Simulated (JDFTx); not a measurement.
Crystal: P.

```
CELL_PARAMETERS angstrom
1.64774 -5.46504 0.00000
1.64774 5.46504 0.00000
0.00000 0.00000 4.54364
ATOMIC_POSITIONS crystal
P 0.90414 0.09586 0.58882
P 0.09586 0.90414 0.41118
P 0.59586 0.40414 0.08882
P 0.40414 0.59586 0.91118
```

```yaml
Program: JDFTx 1.7.0 (patched build)
Task: single point
Functional: PBEsol
Potentials_or_basis: PseudoDojo-SR-PBEsol-0.4.1-standard with smoothed tails
Cutoff: 599 eV
Density_cutoff: 4789 eV
k_mesh: 8 × 8 × 6
Occupations: fermi-dirac, width 0.05 eV
Spin: no spin polarisation
```

On this cell: pressure -0.6 GPa; largest force 0.297 eV/Å; band gap on the k mesh 0.01 eV, direct.

The same run follows on a disturbed copy (atoms moved at random, drawn with an rms of 0.05 Å):

```xyz
4
Lattice="1.6477 -5.4650 0.0000 1.6477 5.4650 0.0000 0.0000 0.0000 4.5436" Properties=species:S:1:pos:R:3 pbc="T T T"
P     1.6804   -4.4018    2.6955
P     1.6487    4.4383    1.8815
P     1.6453   -1.0115    0.4248
P     1.6205    0.9952    4.1163
```

What changes?

The energy moves by +22.7 meV/atom; pressure 1.3 GPa; largest force 1.401 eV/Å; band gap on the k mesh 0.23 eV, direct.

Forces in eV/Å, atoms in the order of the input:
```
P   -0.736 -0.015 -0.692
P   -0.026 -0.011  0.181
P    0.036 -0.894 -0.257
P    0.727  0.920  0.768
```

Stress tensor (GPa, compression positive):
```
-0.07 -0.13  1.73
-0.13  2.37  0.13
 1.73  0.13  1.64
```

Caveats: the empty levels aren't tightly converged.

A k mesh can miss the band edges.
